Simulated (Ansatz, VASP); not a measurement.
**One calculation of LiF (Griceite), two programs**

Contents of INCAR:

```
SYSTEM = LiF
PREC = Accurate ; ENCUT = 520
EDIFF = 1E-6 ; ISMEAR = 0
SIGMA = 0.02 ; LREAL = .FALSE.
LASPH = .TRUE. ; NELM = 100
ALGO = Normal ; ISIF = 2
LWAVE = .FALSE. ; LCHARG = .FALSE.
GGA = PE ; NBANDS = 12
```

KPOINTS

```
regular mesh
0
G
  10 10 10
  0 0 0
```

File POSCAR:

```
LiF
1.0
    0.0000000000      1.9706003397      1.9706003397
    1.9706003397      0.0000000000      1.9706003397
    1.9706003397      1.9706003397      0.0000000000
Li F
1 1
Direct
    0.0000000000      0.0000000000      0.0000000000
    0.5000000000      0.5000000000      0.5000000000
```

Input for Ansatz:

```yaml
crystal:
  lattice:
    - [0.0, 1.9706003397, 1.9706003397]
    - [1.9706003397, 0.0, 1.9706003397]
    - [1.9706003397, 1.9706003397, 0.0]
  atoms:
    - { symbol: Li, position: [0.0, 0.0, 0.0] }
    - { symbol: F, position: [0.5, 0.5, 0.5] }
basis:
  ecutwfc: 420
kpoints:
  mp_grid: { grid: [10, 10, 10] }
hamiltonian:
  xc: pbe
scf:
  occupations: { method: gaussian, width: 0.02 }
output:
  forces: true
  stress: true
  eigenvalues: true
```

Alike in both runs: task single point; functional PBE; k mesh 10 × 10 × 10; occupations gaussian, width 0.02 eV; no spin polarisation.

|  | VASP | Ansatz |
| --- | --- | --- |
| version | VASP 6.6.1 | Ansatz 0.2.0 |
| potentials or method | VASP PAW PBE potentials, release 64 (Li_sv, F) | scalar-relativistic, plane waves, PAW |
| plane-wave cutoff (eV) | 520 | 420 |
| valence electrons in the cell | 10 | 10 |

VASP gave:

| Item | Value |
| --- | --- |
| gap on the k mesh at the Fermi level (eV) | 9.70 |
| least direct gap on the mesh (eV) | 9.70 |

**Question.** Estimate Ansatz's values.

**Answer.** gap on the k mesh at the Fermi level (eV): 9.69; least direct gap on the mesh (eV): 9.69.

The functional is the same, so the differences come from potentials, cutoffs and numerics.

 As with any semilocal functional, this PBE gap is likely too small. A k mesh can miss the band edges.
